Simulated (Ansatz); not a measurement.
## Ga under changes of volume

One of the cells (18.543 Å³/atom); the others are scaled copies at fixed shape and fractional positions:

```xyz
2
Lattice="1.3830 -4.0265 0.0000 1.3830 4.0265 0.0000 -0.1174 0.0000 3.3299" Properties=species:S:1:pos:R:3 pbc="T T T"
Ga    1.2949    2.9716    2.4974
Ga    1.3536   -2.9716    0.8325
```

This isn't the form of Ga at room conditions, which is orthorhombic.

```yaml
Program: Ansatz 0.2.0
Functional: r2SCAN
Potentials_or_basis: Ansatz PAW
Cutoff: "500 eV (not typed: the program's choice for these potentials)"
k_mesh: 10 × 10 × 8
Occupations: fermi-dirac, width 0.05 eV
Spin: no spin polarisation
```

| volume (Å³/atom) | energy over the lowest point (meV/atom) | pressure (GPa) | largest force (eV/Å) |
| --- | --- | --- | --- |
| 17.431 | ? | ? | ? |
| 17.801 | 0.98 | 1.1 | 0.231 |
| 18.172 | 0.00 | -0.2 | 0.224 |
| 18.543 | 2.00 | -1.4 | 0.217 |
| 18.914 | 6.62 | -2.5 | 0.209 |
| 19.285 | 13.53 | -3.4 | 0.202 |
| 19.656 | 22.44 | -4.2 | 0.193 |

Problem. What does the run at 17.431 Å³/atom give?

Solution. Energy over the lowest point 5.31 meV/atom; pressure 2.7 GPa; largest force 0.239 eV/Å.

Worked out: A Birch-Murnaghan fit of order 3 (a polynomial in V^(-2/3)) to the other rows has its minimum at 18.10 Å³/atom with B0 = V·E''(V) = 64 GPa and B' = 5.4 at fixed shape and positions, which overstates the stiffness. It gives 5.35 meV/atom at 17.431 Å³/atom, against the run's 5.31, and -dE/dV = 2.7 GPa, against 2.7.

Energies are extrapolated to zero smearing.

Caveats: the PAW data sets come from PBE, with cores solved anew for the run's functional, which leaves a small shift of forces and pressure.
